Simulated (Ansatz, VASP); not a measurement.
One calculation of Si, two programs

POSCAR

```
Si
1.0
    2.6205428149      0.0000000000      0.0000000000
   -1.3102714075      2.2694566494      0.0000000000
    0.0000000000      0.0000000000      2.4663543900
Si
1
Direct
    0.0000000000      0.0000000000      0.0000000000
```

INCAR.step1

```
SYSTEM = Si
ALGO = Normal
EDIFF = 1E-4
ENCUT = 600
GGA = PE
ISMEAR = 0
LASPH = .True.
LCHARG = .False.
LREAL = .False.
LWAVE = .True.
NELM = 100
PREC = Accurate
SIGMA = 0.1
```

The input INCAR.step2:

```
SYSTEM = Si
ALGO = Normal
EDIFF = 1E-7
EDIFFG = -0.005
ENCUT = 600
IBRION = 2
ISIF = 3
ISMEAR = 0
ISTART = 1
LASPH = .True.
LCHARG = .False.
LMIXTAU = .True.
LREAL = .False.
LWAVE = .False.
METAGGA = R2SCAN
NELM = 100
NSW = 100
PREC = Accurate
SIGMA = 0.1
```

KPOINTS

```
k-points
0
Gamma
  18 18 16
  0 0 0
```

Input for Ansatz:

```yaml
crystal:
  lattice:
    - [2.6205428149, 0.0, 0.0]
    - [-1.3102714075, 2.2694566494, 0.0]
    - [0.0, 0.0, 2.46635439]
  atoms:
    - { symbol: Si, position: [0.0, 0.0, 0.0] }
basis:
  ecutwfc: 500
kpoints:
  mp_grid: { grid: [18, 18, 16] }
hamiltonian:
  xc: r2scan
scf:
  occupations: { method: gaussian, width: 0.1 }
output:
  forces: true
  stress: true
  eigenvalues: true
  write_density: true
  write_potential: true
  elf: true
  volumetric_format: npy
relax:
  adjacent_minimum: "off"
  f_tol: 0.005
  max_steps: 80
  cell: { stress_tol: 0.05 }
```

This isn't the form of Si at room conditions, which is diamond.

Alike in both runs: task relaxation of cell and atoms; functional r2SCAN; k mesh 18 × 18 × 16; occupations gaussian, width 0.1 eV; no spin polarisation.

```csv
,VASP,Ansatz
version,VASP 6.6.1,Ansatz 0.2.0
potentials or method,"VASP PAW PBE potentials, release 64 (Si)","scalar-relativistic, plane waves, PAW"
plane-wave cutoff (eV),600,500
valence electrons in the cell,4,4
```

|  | VASP | Ansatz | Ansatz less VASP |
| --- | --- | --- | --- |
| gap on the k mesh at the Fermi level, each at its own relaxed structure (eV) | none | none | - |
| relaxed volume (Å³/atom) | 14.91 | 14.93 | +0.013 |
| relaxed cell length with the largest relative difference (Å) | 2.493 | 2.494 | +0.0013 |
| energy change over the relaxation (meV/atom) | -2 | -2 | -0.2 |

A gap of «none» marks a metal or a gap that the smearing closes.

Caveats: the PAW data sets were made with another functional, which shifts forces and pressure a little (VASP).
